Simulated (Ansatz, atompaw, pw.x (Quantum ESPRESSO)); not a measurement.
Equation-of-state test of one PAW (atompaw) potential (N (Z = 7))

atompaw 4.2.0.5 input, output lines left out:

```
N 7
GGA-PBE scalarrelativistic loggrid 1500 logderivrange -3 5 201
2 2 0 0 0 0
2 1 3
0 0 0
c
v
v
2
3.00 2.65 2.95 1.90
y
0.8
n
y
0.05
n
y
0.05
n
custom polynom vanderbiltortho sinc
3 -0.5 ultrasoft
1.15
1.15
3.00
3.00
2.90
```

Atomic tests: cutoffs needed: 25 Ry and 40 Ry (the cutoffs (Ry, on a coarse ladder) from which the occupation-weighted sum of valence levels, in a spherical-Bessel basis at the reference potential, stays within 10 and 1 mRy of its value at 400 Ry); ghost test: no extra level below or beside the all-electron valence levels (s, p, d, f tested) (spherical-Bessel basis up to 400 Ry, 20 bohr box); lowest eigenvalue of the overlap operator: 0.80 (s channel).

Crystal test: bcc N in pw.x 7.5, no spin, 18³ k-points, Fermi–Dirac smearing 0.01 Ry, cutoffs 50/500 Ry. The reference is all-electron LAPW (Ansatz 0.2.0) with the same functional, mesh and smearing; V0 and B0 come from Birch–Murnaghan fits to the pressures at five volumes. Errors are pseudo minus all-electron; Δ is the rms difference of the E(V) curves that follow from these fits, minima aligned, over ±6 % about the mean V0. Mesh and smearing are coarse, so the numbers serve the comparison and aren't converged zero-temperature values; the lattice is a test structure that the element need not adopt. Spin polarisation is left out.

All-electron: a0 = 2.438 Å (V0 = 7.24 Å³/atom), B0 = 184.8 GPa.

Task: How far does the potential miss the all-electron equation of state?

Result: mean pressure error (GPa): +55.65. The pressure does not cross zero within the volumes sampled, so no fit is given. The largest radius (3.00 bohr) exceeds half the bond length (2.00 bohr), so the spheres overlap, which is one possible source of error among others. This is a poor potential for the solid.

```json
{"V (Å³/atom)": "6.885", "P all-electron (GPa)": "10.40", "P pseudo (GPa)": "83.40"}
{"V (Å³/atom)": "7.066", "P all-electron (GPa)": "4.82", "P pseudo (GPa)": "67.78"}
{"V (Å³/atom)": "7.247", "P all-electron (GPa)": "-0.09", "P pseudo (GPa)": "54.29"}
{"V (Å³/atom)": "7.428", "P all-electron (GPa)": "-4.43", "P pseudo (GPa)": "42.64"}
{"V (Å³/atom)": "7.609", "P all-electron (GPa)": "-8.24", "P pseudo (GPa)": "32.58"}
```

Task: At the middle volume, how do free energy and pressure move when the wave cutoff is lowered (ecutrho held at 500 Ry)?

Result:

| cutoff (Ry) | shift of F (meV/atom) | shift of P (GPa) |
| --- | --- | --- |
| 22 | +137.4 | -4.76 |
| 30 | +45.5 | -3.50 |
| 40 | +5.0 | -0.78 |

The run at the middle volume (195 k-points, 7 iterations) took about 5.5 s on one core of a shared host (AMD EPYC 9R45 96-Core Processor, 96 threads, 376 GiB, load 76).
